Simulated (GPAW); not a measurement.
Crystal: ZrS2.

```
Zr S
1.0
     3.69138    0.00000    0.00000
    -1.84569    3.19683    0.00000
     0.00000    0.00000    6.04108
Zr S
1 2
Direct
  0.00000 0.00000 0.00000
  0.33333 0.66667 0.23791
  0.66667 0.33333 0.76209
```

The cell is a database's computed one.

* Program: GPAW 26.7.0
* Task: relaxation of cell and atoms
* Functional: PBEsol
* Potentials or basis: PAW data sets generated in the run's folder for this functional
* Cutoff: 600 eV
* Basis: pw
* k mesh: 6 × 6 × 3
* Occupations: fermi-dirac, width 0.05 eV
* Spin: no spin polarisation

At the start: pressure -2.7 GPa; volume 23.76 Å³/atom.

How do energy, volume and symmetry change on relaxing?

Over 11 steps the energy falls by 8.1 meV/atom and the volume is 22.24 Å³/atom (-6.4 %); space group P-3m1 (No. 164, to 0.05 Å).

Step by step:
```tsv
step	energy change (eV)	largest force (eV/Å)	pressure (GPa)	volume (Å³)
1	0.0000	0.1817	-2.74	71.29
2	-0.0072	0.0930	-2.10	70.88
3	-0.0169	0.1672	-0.11	69.59
4	-0.0178	0.1591	-0.06	69.49
5	-0.0221	0.0156	-0.07	68.71
6	-0.0222	0.0168	-0.09	68.72
7	-0.0226	0.0202	-0.20	68.70
8	-0.0231	0.0225	-0.28	68.46
9	-0.0238	0.0203	-0.31	67.72
10	-0.0241	0.0116	-0.19	67.04
11	-0.0242	0.0019	-0.04	66.73
```

Final structure:
```
Zr S
1.0
     3.62972    0.00000    0.00000
    -1.81486    3.14343    0.00000
     0.00000    0.00000    5.84845
Zr S
1 2
Direct
  0.00000 0.00000 0.00000
  0.33333 0.66667 0.24762
  0.66667 0.33333 0.75238
```

Caveat: later steps reuse the first step's grids; this functional lacks dispersion, which binds the layers, so the pressure and a relaxed spacing across them are unreliable.
